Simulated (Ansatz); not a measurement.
# Converging the field response of a BaTiO3 (001), BaO faces film

Aim: a convergence study of the equivalent conductor thickness of a BaTiO3 (001), BaO faces film, with the cost of each setting.

Calculated with Ansatz 0.2.0; plane-wave DFT, PBE, Ansatz PAW, in the first sound run; inputs show where later runs differ.

This is a report of a sequence of runs, with most program output left out.

## (1) Starting point

The cell holds 12 atoms: 3 Ba, 7 O and 2 Ti. Cell: a = 4.000 Å, b = 4.000 Å, c = 26.000 Å, α = 90.0°, β = 90.0°, γ = 90.0°. It derives from BaTiO3 (perovskite BaTiO3). Vacuum lies along c.

## (2) Run, setting first choice

The first choice: the default cutoff of 420 eV, a 8×8×1 mesh, 18 Å of vacuum, 0.1 V/Å and a tight threshold. Each later run changes one input against this one; other functionals and files bring their own cutoffs.

The input, input.yaml:

```yaml
crystal:
  lattice:
    - [4.0, 0.0, 0.0]
    - [0.0, 4.0, 0.0]
    - [0.0, 0.0, 26.0]
  atoms:
    - { symbol: Ba, position: [0.0, 0.0, 0.3461538462] }
    - { symbol: O, position: [0.5, 0.5, 0.3461538462] }
    - { symbol: Ti, position: [0.5, 0.5, 0.4230769231] }
    - { symbol: O, position: [0.0, 0.5, 0.4230769231] }
    - { symbol: O, position: [0.5, 0.0, 0.4230769231] }
    - { symbol: Ba, position: [0.0, 0.0, 0.5] }
    - { symbol: O, position: [0.5, 0.5, 0.5] }
    - { symbol: Ti, position: [0.5, 0.5, 0.5769230769] }
    - { symbol: O, position: [0.0, 0.5, 0.5769230769] }
    - { symbol: O, position: [0.5, 0.0, 0.5769230769] }
    - { symbol: Ba, position: [0.0, 0.0, 0.6538461538] }
    - { symbol: O, position: [0.5, 0.5, 0.6538461538] }
kpoints:
  mp_grid: { grid: [8, 8, 1] }
hamiltonian:
  xc: pbe
scf:
  occupations: { method: fixed }
  convergence: { dr2_threshold: 1.0e-10 }
efield:
  axis: 3
  dipole_correction: true
  ramp_position: 0.97
  ramp_width: 0.06
  amplitude: 0.1
output:
  write_potential: true
  write_density: true
  volumetric_format: npy
```

On the command line:

```sh
> ansatz run input.yaml --threads 4 --pin off --max-ram 6144MiB --backend cpu --events-out ev --progress --plain --runs-dir out
```

The job ended after 12 s (4 threads of Intel Xeon Platinum 8488C (Sapphire Rapids), shared host; peak memory 1.2 GiB).

This step gave:

* gap on the k-mesh: 1.919 eV
* dipole along the normal: 0.08365 e·Å
* equivalent conductor thickness p/(ε₀AE): 9.461 Å

Running mean over 4 Å of the planar mean, with the applied field; the ramp of the sawtooth is left out. Electron's electrostatic potential energy less the highest filled level against z:

z (Å), electron's electrostatic potential energy less the highest filled level (eV) and a bar from the least value:
```
      3.5       2.69 ###########################
      4.0       2.74 ###########################
      4.5       2.79 ###########################
      5.0       2.83 ###########################
      5.5       2.84 ###########################
      6.0       2.73 ###########################
      6.5       2.14 #########################
      7.0       0.77 ####################
      7.5      -0.60 ###############
      8.0      -1.24 #############
      8.5      -1.75 ###########
      9.0      -3.14 ######
      9.5      -4.51 #
     10.0      -4.87 
     10.5      -4.86 
     11.0      -4.80 
     11.5      -4.74 
     12.0      -4.71 #
     12.5      -4.69 #
     13.0      -4.67 #
     13.5      -4.67 #
     14.0      -4.68 #
     14.5      -4.70 #
     15.0      -4.74 
     15.5      -4.79 
     16.0      -4.79 
     16.5      -4.41 ##
     17.0      -3.02 #######
     17.5      -1.60 ############
     18.0      -1.04 #############
     18.5      -0.36 ################
     19.0       1.08 #####################
     19.5       2.53 ##########################
     20.0       3.20 ############################
     20.5       3.40 #############################
     21.0       3.49 #############################
     21.5       3.54 ##############################
     22.0       3.60 ##############################
     22.5       3.65 ##############################
```

The dipole corresponds to a conductor 9.461 Å thick.

## (3) Run, box 26 Å

input.yaml: that of step 2 with these lines changed.

```diff
@@ -31,2 +31,4 @@
   amplitude: 0.1
+basis:
+  ecutwfc: "250 eV"
 output:
```

The job ended after 5.4 s (4 threads; peak memory 0.78 GiB; 21 s of CPU time).

The dipole corresponds to a conductor 9.462 Å thick, +0.01 % from the first choice, at 0.45 times its CPU time.

## (4) Single point, box 26 Å

input.yaml: that of step 3 with these lines changed.

```diff
@@ -32,3 +32,3 @@
 basis:
-  ecutwfc: "250 eV"
+  ecutwfc: "330 eV"
 output:
```

Run time: 7.8 s. Hardware: 4 threads; peak memory 0.94 GiB; 30 s of CPU time.

The dipole corresponds to a conductor 9.468 Å thick, +0.07 % from the first choice, at 0.66 times its CPU time.

## (5) Run, box 26 Å (run 2)

input.yaml: that of step 4 with these lines changed.

```diff
@@ -32,3 +32,3 @@
 basis:
-  ecutwfc: "330 eV"
+  ecutwfc: "600 eV"
 output:
```

Run time: 19 s. Hardware: 4 threads; peak memory 1.7 GiB.

The dipole corresponds to a conductor 9.460 Å thick, -0.00 % from the first choice, at 1.6 times its CPU time.

## (6) Run, box 26 Å (run 3)

input.yaml: that of step 5 with these lines changed.

```diff
@@ -19,3 +19,3 @@
 kpoints:
-  mp_grid: { grid: [8, 8, 1] }
+  mp_grid: { grid: [1, 1, 1] }
 hamiltonian:
@@ -31,4 +31,2 @@
   amplitude: 0.1
-basis:
-  ecutwfc: "600 eV"
 output:
```

The job ended after 1.4 s (4 threads; peak memory 0.56 GiB).

The dipole corresponds to a conductor 11.910 Å thick, +25.89 % from the first choice, at 0.100 times its CPU time.

## (7) Run, box 26 Å (run 4)

input.yaml: that of step 6 with these lines changed.

```diff
@@ -19,3 +19,3 @@
 kpoints:
-  mp_grid: { grid: [1, 1, 1] }
+  mp_grid: { grid: [2, 2, 1] }
 hamiltonian:
```

Elapsed: 1.9 s, on 4 threads; peak memory 0.83 GiB; 6.7 s of CPU time.

The dipole corresponds to a conductor 9.699 Å thick, +2.52 % from the first choice, at 0.15 times its CPU time.

## (8) Single point, box 26 Å (run 2)

input.yaml: that of step 7 with these lines changed.

```diff
@@ -19,3 +19,3 @@
 kpoints:
-  mp_grid: { grid: [2, 2, 1] }
+  mp_grid: { grid: [4, 4, 1] }
 hamiltonian:
```

Wall time 4.5 s (4 threads); peak memory 0.92 GiB.

The dipole corresponds to a conductor 9.465 Å thick, +0.04 % from the first choice, at 0.36 times its CPU time.

## (9) Run, box 26 Å (run 5)

input.yaml: that of step 8 with these lines changed.

```diff
@@ -19,3 +19,3 @@
 kpoints:
-  mp_grid: { grid: [4, 4, 1] }
+  mp_grid: { grid: [16, 16, 1] }
 hamiltonian:
```

The job ended after 37 s (4 threads; peak memory 1.7 GiB; 2.4 min of CPU time).

The dipole corresponds to a conductor 9.461 Å thick, -0.00 % from the first choice, at 3.2 times its CPU time.

## (10) Single point, box 18 Å

The cell differs from the one that the last finished run ended in (c 26.000 → 18.000 Å).

input.yaml, the sections that differ from step 9:

```yaml
crystal:
  lattice:
    - [4.0, 0.0, 0.0]
    - [0.0, 4.0, 0.0]
    - [0.0, 0.0, 18.0]
  atoms:
    - { symbol: Ba, position: [0.0, 0.0, 0.2777777778] }
    - { symbol: O, position: [0.5, 0.5, 0.2777777778] }
    - { symbol: Ti, position: [0.5, 0.5, 0.3888888889] }
    - { symbol: O, position: [0.0, 0.5, 0.3888888889] }
    - { symbol: O, position: [0.5, 0.0, 0.3888888889] }
    - { symbol: Ba, position: [0.0, 0.0, 0.5] }
    - { symbol: O, position: [0.5, 0.5, 0.5] }
    - { symbol: Ti, position: [0.5, 0.5, 0.6111111111] }
    - { symbol: O, position: [0.0, 0.5, 0.6111111111] }
    - { symbol: O, position: [0.5, 0.0, 0.6111111111] }
    - { symbol: Ba, position: [0.0, 0.0, 0.7222222222] }
    - { symbol: O, position: [0.5, 0.5, 0.7222222222] }
kpoints:
  mp_grid: { grid: [8, 8, 1] }
# hamiltonian, scf, efield, output: as in step 9
```

The job ended after 8 s (4 threads; peak memory 0.94 GiB; 31 s of CPU time).

The dipole corresponds to a conductor 9.419 Å thick, -0.44 % from the first choice, at 0.67 times its CPU time.

## (11) Run, box 22 Å

The cell differs from the one that the last finished run ended in (c 18.000 → 22.000 Å).

input.yaml, the sections that differ from step 10:

```yaml
crystal:
  lattice:
    - [4.0, 0.0, 0.0]
    - [0.0, 4.0, 0.0]
    - [0.0, 0.0, 22.0]
  atoms:
    - { symbol: Ba, position: [0.0, 0.0, 0.3181818182] }
    - { symbol: O, position: [0.5, 0.5, 0.3181818182] }
    - { symbol: Ti, position: [0.5, 0.5, 0.4090909091] }
    - { symbol: O, position: [0.0, 0.5, 0.4090909091] }
    - { symbol: O, position: [0.5, 0.0, 0.4090909091] }
    - { symbol: Ba, position: [0.0, 0.0, 0.5] }
    - { symbol: O, position: [0.5, 0.5, 0.5] }
    - { symbol: Ti, position: [0.5, 0.5, 0.5909090909] }
    - { symbol: O, position: [0.0, 0.5, 0.5909090909] }
    - { symbol: O, position: [0.5, 0.0, 0.5909090909] }
    - { symbol: Ba, position: [0.0, 0.0, 0.6818181818] }
    - { symbol: O, position: [0.5, 0.5, 0.6818181818] }
# kpoints, hamiltonian, scf, efield, output: as in step 10
```

The job ended after 9.7 s (4 threads; peak memory 1.1 GiB; 38 s of CPU time).

The dipole corresponds to a conductor 9.458 Å thick, -0.03 % from the first choice, at 0.83 times its CPU time.

## (12) Run, box 34 Å

The cell differs from the one that the last finished run ended in (c 22.000 → 34.000 Å).

input.yaml, the sections that differ from step 11:

```yaml
crystal:
  lattice:
    - [4.0, 0.0, 0.0]
    - [0.0, 4.0, 0.0]
    - [0.0, 0.0, 34.0]
  atoms:
    - { symbol: Ba, position: [0.0, 0.0, 0.3823529412] }
    - { symbol: O, position: [0.5, 0.5, 0.3823529412] }
    - { symbol: Ti, position: [0.5, 0.5, 0.4411764706] }
    - { symbol: O, position: [0.0, 0.5, 0.4411764706] }
    - { symbol: O, position: [0.5, 0.0, 0.4411764706] }
    - { symbol: Ba, position: [0.0, 0.0, 0.5] }
    - { symbol: O, position: [0.5, 0.5, 0.5] }
    - { symbol: Ti, position: [0.5, 0.5, 0.5588235294] }
    - { symbol: O, position: [0.0, 0.5, 0.5588235294] }
    - { symbol: O, position: [0.5, 0.0, 0.5588235294] }
    - { symbol: Ba, position: [0.0, 0.0, 0.6176470588] }
    - { symbol: O, position: [0.5, 0.5, 0.6176470588] }
# kpoints, hamiltonian, scf, efield, output: as in step 11
```

It took 16 s on 4 threads; peak memory 1.4 GiB.

The dipole corresponds to a conductor 9.462 Å thick, +0.01 % from the first choice, at 1.4 times its CPU time.

## (13) Single point, box 26 Å (run 3)

input.yaml, the sections that differ from step 12:

```yaml
crystal:
  lattice:
    - [4.0, 0.0, 0.0]
    - [0.0, 4.0, 0.0]
    - [0.0, 0.0, 26.0]
  atoms:
    - { symbol: Ba, position: [0.0, 0.0, 0.3461538462] }
    - { symbol: O, position: [0.5, 0.5, 0.3461538462] }
    - { symbol: Ti, position: [0.5, 0.5, 0.4230769231] }
    - { symbol: O, position: [0.0, 0.5, 0.4230769231] }
    - { symbol: O, position: [0.5, 0.0, 0.4230769231] }
    - { symbol: Ba, position: [0.0, 0.0, 0.5] }
    - { symbol: O, position: [0.5, 0.5, 0.5] }
    - { symbol: Ti, position: [0.5, 0.5, 0.5769230769] }
    - { symbol: O, position: [0.0, 0.5, 0.5769230769] }
    - { symbol: O, position: [0.5, 0.0, 0.5769230769] }
    - { symbol: Ba, position: [0.0, 0.0, 0.6538461538] }
    - { symbol: O, position: [0.5, 0.5, 0.6538461538] }
efield:
  axis: 3
  dipole_correction: true
  ramp_position: 0.97
  ramp_width: 0.06
  amplitude: 0.005
# kpoints, hamiltonian, scf, output: as in step 12
```

Wall time 12 s (4 threads); peak memory 1.2 GiB.

The dipole corresponds to a conductor 9.456 Å thick, -0.06 % from the first choice, at 1.0 times its CPU time.

## (14) Run, box 26 Å (run 6)

input.yaml: that of step 13 with these lines changed.

```diff
@@ -30,3 +30,3 @@
   ramp_width: 0.06
-  amplitude: 0.005
+  amplitude: 0.03
 output:
```

It took 12 s on 4 threads; peak memory 1.2 GiB.

The dipole corresponds to a conductor 9.458 Å thick, -0.03 % from the first choice, at 1.1 times its CPU time.

## (15) Single point, box 26 Å (run 4)

input.yaml: that of step 14 with these lines changed.

```diff
@@ -30,3 +30,3 @@
   ramp_width: 0.06
-  amplitude: 0.03
+  amplitude: 0.3
 output:
```

Run time: 12 s. Hardware: 4 threads; peak memory 1.2 GiB.

The dipole corresponds to a conductor 9.490 Å thick, +0.31 % from the first choice, at 1.1 times its CPU time.

## (16) Run, box 26 Å (run 7)

input.yaml: that of step 15 with these lines changed.

```diff
@@ -24,3 +24,3 @@
   occupations: { method: fixed }
-  convergence: { dr2_threshold: 1.0e-10 }
+  convergence: { dr2_threshold: 0.0001 }
 efield:
@@ -30,3 +30,3 @@
   ramp_width: 0.06
-  amplitude: 0.3
+  amplitude: 0.1
 output:
```

The job ended after 11 s (4 threads; peak memory 1.2 GiB; 42 s of CPU time).

The dipole corresponds to a conductor 9.447 Å thick, -0.14 % from the first choice, at 0.92 times its CPU time.

## (17) Single point, box 26 Å (run 5)

input.yaml: that of step 16 with these lines changed.

```diff
@@ -24,3 +24,3 @@
   occupations: { method: fixed }
-  convergence: { dr2_threshold: 0.0001 }
+  convergence: { dr2_threshold: 1.0e-06 }
 efield:
```

Wall time 11 s (4 threads); peak memory 1.2 GiB; 42 s of CPU time.

The dipole corresponds to a conductor 9.479 Å thick, +0.19 % from the first choice, at 0.92 times its CPU time.

## (18) Run, box 26 Å (run 8)

input.yaml: that of step 17 with these lines changed.

```diff
@@ -24,3 +24,3 @@
   occupations: { method: fixed }
-  convergence: { dr2_threshold: 1.0e-06 }
+  convergence: { dr2_threshold: 1.0e-08 }
 efield:
```

It took 11 s on 4 threads; peak memory 1.2 GiB.

The dipole corresponds to a conductor 9.458 Å thick, -0.03 % from the first choice, at 0.95 times its CPU time.

## (19) Run, box 26 Å (run 9)

This step: plane-wave DFT, LDA, Ansatz PAW (Ansatz 0.2.0).

input.yaml: that of step 18 with these lines changed.

```diff
@@ -21,6 +21,6 @@
 hamiltonian:
-  xc: pbe
+  xc: lda
 scf:
   occupations: { method: fixed }
-  convergence: { dr2_threshold: 1.0e-08 }
+  convergence: { dr2_threshold: 1.0e-10 }
 efield:
```

It took 12 s on 4 threads; peak memory 1.2 GiB.

The dipole corresponds to a conductor 9.421 Å thick, -0.42 % from the first choice, at 0.99 times its CPU time.

## (20) Run, box 26 Å (run 10)

This step: plane-wave DFT, r2SCAN, Ansatz PAW (Ansatz 0.2.0).

input.yaml: that of step 19 with these lines changed.

```diff
@@ -21,3 +21,3 @@
 hamiltonian:
-  xc: lda
+  xc: r2scan
 scf:
```

Elapsed: 18 s, on 4 threads; peak memory 1.9 GiB; 70 s of CPU time.

The dipole corresponds to a conductor 9.214 Å thick, -2.61 % from the first choice, at 1.5 times its CPU time.

## (21) Single point, box 26 Å (run 6)

This step: plane-wave DFT, PBE, norm-conserving (Ansatz 0.2.0).

input.yaml: that of step 20 with these lines changed.

```diff
@@ -21,3 +21,4 @@
 hamiltonian:
-  xc: r2scan
+  xc: pbe
+  pseudopotentials: { kind: nc }
 scf:
```

Run time: 66 s. Hardware: 4 threads; peak memory 3.8 GiB.

The dipole corresponds to a conductor 9.452 Å thick, -0.09 % from the first choice, at 5.7 times its CPU time.

## (22) Run, box 26 Å (run 11)

This step: plane-wave DFT, PBE, JTH PAW (Ansatz 0.2.0).

input.yaml: that of step 21 with these lines changed.

```diff
@@ -22,3 +22,3 @@
   xc: pbe
-  pseudopotentials: { kind: nc }
+  pseudopotentials: { kind: paw, source: jth }
 scf:
```

The job ended after 68 s (4 threads; peak memory 4.7 GiB).

The dipole corresponds to a conductor 9.492 Å thick, +0.33 % from the first choice, at 5.9 times its CPU time.

## (23) Side by side

Times are for 4 threads of Intel Xeon Platinum 8488C (Sapphire Rapids), shared host. The series side by side:

| no. | setting | equivalent conductor thickness p/(ε₀AE) (Å) | time | memory (GiB) |
| --- | --- | --- | --- | --- |
| 1 | first choice | 9.461 | 12 s | 1.2 |
| 2 | cutoff 250 eV | 9.462 | 5.4 s | 0.78 |
| 3 | cutoff 330 eV | 9.468 | 7.8 s | 0.94 |
| 4 | cutoff 600 eV | 9.460 | 19 s | 1.7 |
| 5 | mesh 1x1 | 11.91 | 1.4 s | 0.56 |
| 6 | mesh 2x2 | 9.699 | 1.9 s | 0.83 |
| 7 | mesh 4x4 | 9.465 | 4.5 s | 0.92 |
| 8 | mesh 16x16 | 9.461 | 37 s | 1.7 |
| 9 | vacuum 10 Å | 9.419 | 8 s | 0.94 |
| 10 | vacuum 14 Å | 9.458 | 9.7 s | 1.1 |
| 11 | vacuum 26 Å | 9.462 | 16 s | 1.4 |
| 12 | field 0.005 V/Å | 9.456 | 12 s | 1.2 |
| 13 | field 0.03 V/Å | 9.458 | 12 s | 1.2 |
| 14 | field 0.3 V/Å | 9.490 | 12 s | 1.2 |
| 15 | SCF threshold 1e-04 eV | 9.447 | 11 s | 1.2 |
| 16 | SCF threshold 1e-06 eV | 9.479 | 11 s | 1.2 |
| 17 | SCF threshold 1e-08 eV | 9.458 | 11 s | 1.2 |
| 18 | LDA, Ansatz PAW (420 eV) | 9.421 | 12 s | 1.2 |
| 19 | r2SCAN, Ansatz PAW (500 eV) | 9.214 | 18 s | 1.9 |
| 20 | PBE, norm-conserving (1240 eV) | 9.452 | 66 s | 3.8 |
| 21 | PBE, JTH PAW (1380 eV) | 9.492 | 68 s | 4.7 |

## (24) Summary of results

| Item | Value |
| --- | --- |
| equivalent conductor thickness, first choice | 9.461 Å |
| equivalent conductor thickness, cutoff 600 eV | 9.460 Å |
| equivalent conductor thickness, mesh 1x1 | 11.91 Å |
| equivalent conductor thickness, mesh 2x2 | 9.699 Å |
| equivalent conductor thickness, vacuum 26 Å | 9.462 Å |
| equivalent conductor thickness, LDA, Ansatz PAW (420 eV) | 9.421 Å |
| equivalent conductor thickness, r2SCAN, Ansatz PAW (500 eV) | 9.214 Å |

In words: The first choice gives 9.46 Å. Numerical settings off by more than 1 % against it: mesh 1x1 (+25.9 %) and mesh 2x2 (+2.5 %). The cheapest single change that stays within 0.5 % is mesh 4x4, at 36 % of the CPU time. Functionals and files move it by -0.4 % (LDA, Ansatz PAW (420 eV)), -2.6 % (r2SCAN, Ansatz PAW (500 eV)), -0.1 % (PBE, norm-conserving (1240 eV)) and +0.3 % (PBE, JTH PAW (1380 eV)). The film is symmetric and its atoms are held, so the dipole is the electronic response to the field alone. Times of a few seconds on a shared host rank the settings only roughly. In 1 run of the series (vacuum 10 Å) the program warns that electrons reach the sawtooth's ramp, which makes dipole and work function less sure.

[Logs are printed without paths, hosts, clocks, repeated set-up lines and the standing remarks that a program may print on its own settings, such as how far it seeks lower states.]

[Hosts, paths, dates, database ids (printed as entryN), source tags and the programs' standing remarks are cut or masked in the printed files.]

[Maps of the electrostatic potential energy from Ansatz leave out the sawtooth potential of an applied field or a dipole correction, so their vacuum need not be flat; planar profiles and work functions include it.]
